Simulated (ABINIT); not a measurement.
# BaTe (Fm-3m): G0W0 in ABINIT against the wavefunction cutoff in GW, part 2 of 2

Wanted: the cheapest wavefunction cutoff in GW that holds the gap of BaTe (Fm-3m).

ABINIT 10.8.3; PBE and many-body steps on it, plane waves. Known limits of the many-body steps: not at the basis limit; exchange with frozen shells missing; no spin-orbit coupling; coarse k mesh.

So far. Step 2 (Screening, 2×2×2 mesh, 48 bands, screening to 106.1 eV): Local fields lower ε∞ by 17 %. On a Γ-centred mesh this coarse the value itself is usually too large, while a short band sum pulls it down. Step 5 (17 Ha): The gap on the mesh goes from 1.54 eV to 2.64 eV, a correction of +1.10 eV.

The database entry behind the starting cell differs from later determinations by our own check (about 0.2 % short), so it need not match the best structure at ambient conditions.

### 6. Screening, 2×2×2 mesh, 48 bands, screening to 106.1 eV

This step: RPA screening on PBE, plane waves, norm-conserving pseudopotentials.

run.abi reads:

```
acell 3*1.0 Angstrom
rprim 
  -0.000000000000 3.493000000000 3.493000000000
  3.493000000000 -0.000000000000 3.493000000000
  3.493000000000 3.493000000000 -0.000000000000
ntypat 2
znucl 56 52
natom 2
typat 1 2
xred 
  0.000000000000 0.000000000000 0.000000000000
  0.500000000000 0.500000000000 0.500000000000
pp_dirpath "pseudos"
pseudos "Ba.upf, Te.upf"
ecut 34
ngkpt 2 2 2
nshiftk 1
shiftk 0 0 0
kptopt 1
chksymbreak 0
istwfk *1
occopt 1
irdwfk 1
optdriver 3
nband 48
ecuteps 3.9
inclvkb 2
awtr 1
symchi 1
ecutwfn 25.5
indata_prefix "in"
outdata_prefix "out"
tmpdata_prefix "tmp"
```

Launch:

```console
$ OMP_NUM_THREADS=1 mpirun -n 4 abinit run.abi > log
```

The program printed:

```text
.Version 10.8.3 of ABINIT. v10.8.2 released Aug 2026.

 Symmetries : space group Fm -3 m (#225); Bravais cF (face-center cubic)
[... echo of the input left out ...]
== DATASET  1 ==================================================================
-   mpi_nproc: 4, omp_nthreads: 1 (-1 if OMP is not activated)

--- !DatasetInfo
iteration_state: {dtset: 1, }
dimensions: {natom: 2, nkpt: 3, mband: 48, nsppol: 1, nspinor: 1, nspden: 1, mpw: 3582, }
cutoff_energies: {ecut:  25.5, pawecutdg:  -1.0, }
[...]
--------------------------------------------------------------------------------
[... chi0 elements left out ...]
 For q-point:  0.000010 0.000020 0.000030
  dielectric constant =  11.8491
  dielectric constant without local fields =  14.2696

  Average fulfillment of the sum rule on Im[epsilon] for q-point    1 :     46.18  [%]
[... wings left out ...]
  q-point number  2        q = ( 0.500000, 0.000000, 0.000000) [r.l.u.]
--------------------------------------------------------------------------------
[... chi0 elements left out ...]
  Average fulfillment of the sum rule on Im[epsilon] for q-point    2 :     56.76  [%]

 [... 1 further q-points ...]
```

The job ended after 5.2 s (4 MPI ranks of Arm Neoverse N1, shared host; peak memory 0.22 GiB; 21 s of CPU time).

Numbers from this step:

| Item | Value |
| --- | --- |
| ε∞ with local fields, on this mesh, along the program's q direction | 11.85 |
| the same without local fields | 14.27 |
| plasma frequency | 20.51 eV |
| plane waves in the screening matrix | 181 |

### 7. 25.5 Ha

This step: G0W0 on PBE, plane waves, norm-conserving pseudopotentials.

run.abi: that of step 6 with these lines changed.

```diff
@@ -23,8 +23,17 @@
 irdwfk 1
-optdriver 3
+optdriver 4
 nband 48
+gwcalctyp 0
+ecutsigx 25.5
+symsigma 1
+nkptgw 2
+kptgw 
+  0.0000000000 0.0000000000 0.0000000000
+  0.5000000000 0.5000000000 0.0000000000
+bdgw 
+  11 17
+  12 15
 ecuteps 3.9
-inclvkb 2
-awtr 1
-symchi 1
+irdscr 1
+ppmodel 1
 ecutwfn 25.5
```

The program printed:

```text
.Version 10.8.3 of ABINIT. v10.8.2 released Aug 2026.

 Symmetries : space group Fm -3 m (#225); Bravais cF (face-center cubic)
[... echo of the input left out ...]
== DATASET  1 ==================================================================
-   mpi_nproc: 4, omp_nthreads: 1 (-1 if OMP is not activated)

--- !DatasetInfo
iteration_state: {dtset: 1, }
dimensions: {natom: 2, nkpt: 3, mband: 48, nsppol: 1, nspinor: 1, nspden: 1, mpw: 3582, }
cutoff_energies: {ecut:  25.5, pawecutdg:  -1.0, }
[...]
Band     E0 <VxcDFT>   SigX SigC(E0)      Z dSigC/dE  Sig(E)    E-E0       E
[...]
14   5.177  -7.544  -3.641  -3.175   0.819  -0.221  -6.947   0.597   5.773
       15   8.114 -10.441  -5.552  -3.274   0.818  -0.222  -9.120   1.322   9.435

== END DATASET(S) ==============================================================
================================================================================

 -outvars: echo values of variables after computation  --------
           etotal      0.0000000000E+00
            nband          48
             nkpt           3
          spgroup         225
 [... the other variables as echoed above ...]

 Calculation completed.
```

Wall time 5.7 s (4 MPI ranks); peak memory 0.22 GiB; 22 s of CPU time.

Numbers from this step:

```yaml
g0w0_gap_on_the_points_computed: 2.604 eV
starting_gap_on_the_mesh: 1.541 eV
k_of_the_valence_top: 0, 0, 0
k_of_the_conduction_bottom: 0.5, 0.5, 0
least_direct_g0w0_gap_on_the_computed_points: 2.985 eV
```

Against the run before, the gap moves by −0.033 eV.

### 8. Screening, 2×2×2 mesh, 48 bands, screening to 106.1 eV

This step: RPA screening on PBE, plane waves, norm-conserving pseudopotentials.

run.abi: that of step 7 with these lines changed.

```diff
@@ -23,18 +23,8 @@
 irdwfk 1
-optdriver 4
+optdriver 3
 nband 48
-gwcalctyp 0
-ecutsigx 25.5
-symsigma 1
-nkptgw 2
-kptgw 
-  0.0000000000 0.0000000000 0.0000000000
-  0.5000000000 0.5000000000 0.0000000000
-bdgw 
-  11 17
-  12 15
 ecuteps 3.9
-irdscr 1
-ppmodel 1
-ecutwfn 25.5
+inclvkb 2
+awtr 1
+symchi 1
 indata_prefix "in"
```

The program printed:

```text
.Version 10.8.3 of ABINIT. v10.8.2 released Aug 2026.

 Symmetries : space group Fm -3 m (#225); Bravais cF (face-center cubic)
[... echo of the input left out ...]
== DATASET  1 ==================================================================
-   mpi_nproc: 4, omp_nthreads: 1 (-1 if OMP is not activated)

--- !DatasetInfo
iteration_state: {dtset: 1, }
dimensions: {natom: 2, nkpt: 3, mband: 48, nsppol: 1, nspinor: 1, nspden: 1, mpw: 5577, }
cutoff_energies: {ecut:  34.0, pawecutdg:  -1.0, }
[...]
--------------------------------------------------------------------------------
[... chi0 elements left out ...]
 For q-point:  0.000010 0.000020 0.000030
  dielectric constant =  11.8444
  dielectric constant without local fields =  14.2632

  Average fulfillment of the sum rule on Im[epsilon] for q-point    1 :     46.19  [%]
[... wings left out ...]
  q-point number  2        q = ( 0.500000, 0.000000, 0.000000) [r.l.u.]
--------------------------------------------------------------------------------
[... chi0 elements left out ...]
  Average fulfillment of the sum rule on Im[epsilon] for q-point    2 :     56.76  [%]

 [... 1 further q-points ...]
```

It took 6.6 s on 4 MPI ranks; peak memory 0.6 GiB; 26 s of CPU time.

Numbers from this step:

* ε∞ with local fields, on this mesh, along the program's q direction: 11.84
* the same without local fields: 14.26
* plasma frequency: 20.51 eV
* plane waves in the screening matrix: 181

### 9. 34 Ha

This step: G0W0 on PBE, plane waves, norm-conserving pseudopotentials.

run.abi: that of step 8 with these lines changed.

```diff
@@ -23,8 +23,17 @@
 irdwfk 1
-optdriver 3
+optdriver 4
 nband 48
+gwcalctyp 0
+ecutsigx 34
+symsigma 1
+nkptgw 2
+kptgw 
+  0.0000000000 0.0000000000 0.0000000000
+  0.5000000000 0.5000000000 0.0000000000
+bdgw 
+  11 17
+  12 15
 ecuteps 3.9
-inclvkb 2
-awtr 1
-symchi 1
+irdscr 1
+ppmodel 1
 indata_prefix "in"
```

The program printed:

```text
.Version 10.8.3 of ABINIT. v10.8.2 released Aug 2026.

 Symmetries : space group Fm -3 m (#225); Bravais cF (face-center cubic)
[... echo of the input left out ...]
== DATASET  1 ==================================================================
-   mpi_nproc: 4, omp_nthreads: 1 (-1 if OMP is not activated)

--- !DatasetInfo
iteration_state: {dtset: 1, }
dimensions: {natom: 2, nkpt: 3, mband: 48, nsppol: 1, nspinor: 1, nspden: 1, mpw: 5577, }
cutoff_energies: {ecut:  34.0, pawecutdg:  -1.0, }
[...]
Band     E0 <VxcDFT>   SigX SigC(E0)      Z dSigC/dE  Sig(E)    E-E0       E
[...]
14   5.177  -7.544  -3.643  -3.175   0.819  -0.221  -6.949   0.594   5.771
       15   8.114 -10.441  -5.557  -3.274   0.818  -0.223  -9.124   1.318   9.431

== END DATASET(S) ==============================================================
================================================================================

 -outvars: echo values of variables after computation  --------
           etotal      0.0000000000E+00
            nband          48
             nkpt           3
          spgroup         225
 [... the other variables as echoed above ...]

 Calculation completed.
```

It took 6.5 s on 4 MPI ranks; peak memory 0.68 GiB.

Numbers from this step:

| Quantity | Value |
| --- | --- |
| G0W0 gap on the points computed | 2.602 eV |
| starting gap on the mesh | 1.541 eV |
| k of the valence top | 0, 0, 0 |
| k of the conduction bottom | 0.5, 0.5, 0 |
| least direct G0W0 gap on the computed points | 2.984 eV |

Against the run before, the gap moves by −0.002 eV.

### 10. Side by side

Times are wall times on 4 MPI ranks of Arm Neoverse N1, shared host, good to a factor of about two. A run's time includes the screening step that it read.

```tsv
run	mesh	bands	screening cutoff (eV)	DFT gap (eV)	gap on the mesh (eV)	direct (eV)	ε∞ used	time
10.2 Ha	2×2×2	48	106.1	1.541	2.636	3.018	11.84	8.9 s
17 Ha	2×2×2	48	106.1	1.541	2.637	3.012	11.90	9.4 s
25.5 Ha	2×2×2	48	106.1	1.541	2.604	2.985	11.85	11 s
34 Ha	2×2×2	48	106.1	1.541	2.602	2.984	11.84	13 s
```

### 11. What came out

| Property | Result |
| --- | --- |
| 10.2 Ha | 2.636 eV |
| 17 Ha | 2.637 eV |
| 25.5 Ha | 2.604 eV |
| 34 Ha | 2.602 eV |
| known limits | not at the basis limit; exchange with frozen shells missing; no spin-orbit coupling; coarse k mesh |

In words: The setting moved: wavefunction cutoff in GW. From 10.2 Ha to 34 Ha the gap moves by −0.03 eV. It holds to 0.03 eV from 25.5 Ha on. Bands and screening cutoff are coupled, so a series along one setting does not show full convergence. The exchange cutoff follows the wavefunction cutoff here. Bands and cutoff are finite, so the gap is not at the basis limit. The miss can reach some tenths of an eV and take either sign; the mesh is an error of its own. In the G0W0 runs levels were corrected at 2 k points alone, so a gap called «on the mesh» is the least over those, and an edge elsewhere would be missed. The 2×2×2 mesh is coarse for this cell, which bears on the long-range parts of exchange and screening. The norm-conserving file of at least one element keeps a d shell over frozen s and p shells of the same row. Exchange with those shells is missing from the self-energy, an error of 0.3 to 0.9 eV in cases checked, whose sign depends on which edge lies on those atoms. The many-body steps are scalar-relativistic: spin-orbit coupling is not in them.

[Paths, hosts, dates, memory and timing lines, banners, echoed tables and standing remarks are left out of the program output.]

[Logs are printed without paths, hosts, clocks, repeated set-up lines and the standing remarks that a program may print on its own settings, such as how far it seeks lower states.]

[Runs of the session that timed out or met a known fault of the program may be left out.]

[Hosts, paths, dates, database ids (printed as entryN), source tags and the programs' standing remarks are cut or masked in the printed files.]

[G0W0 gaps are taken among the corrected bands and points alone; a level outside them can change the order at an edge.]

[Where Ansatz stands beside ABINIT at settings called matched, ABINIT's density can come from a denser mesh and the files from another edition; pairs whose starting gaps differed by over 0.03 eV were left out, so agreement reads better than it is.]
